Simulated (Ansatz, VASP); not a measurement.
**Two plane-wave programs on SiC**

```xyz
8
Lattice="3.0062 0.0000 0.0000 -1.5031 2.6034 0.0000 0.0000 0.0000 10.3445" Properties=species:S:1:pos:R:3 pbc="T T T"
Si    1.5031    0.8678    9.7014
Si    0.0000    1.7356    4.5291
Si    0.0000    0.0000    7.1160
Si    0.0000    0.0000    1.9437
C     1.5031    0.8678    7.7565
C     0.0000    1.7356    2.5843
C     0.0000    0.0000    5.1770
C     0.0000    0.0000    0.0047
```

Alike in both runs: task single point; functional PBEsol; k mesh 12 × 12 × 4; occupations gaussian, width 0.05 eV; no spin polarisation.

|  | VASP | Ansatz |
| --- | --- | --- |
| version | VASP 6.6.1 | Ansatz 0.2.0 |
| potentials or method | VASP PAW PBE potentials, release 64 (Si, C) | scalar-relativistic, plane waves, PAW |
| plane-wave cutoff (eV) | 520 | 520 |
| valence electrons in the cell | 32 | 32 |

```tsv
	VASP	Ansatz	Ansatz less VASP
gap on the k mesh at the Fermi level (eV)	1.85	1.86	+0.010
least direct gap on the mesh (eV)	3.13	3.15	+0.015
pressure (GPa)	6.1	5.7	-0.36
largest component of the traceless stress (GPa)	18.85	18.70	-0.145
rms of the force components (eV/Å)	0.259	0.255	-0.0038
```

Atom by atom the forces differ by 0.004 eV/Å (rms over components). Ansatz warned: «pseudo_functional_mismatch».

Caveats: the PAW data sets were made with another functional, which shifts forces and pressure a little (VASP). A k mesh can miss the band edges.
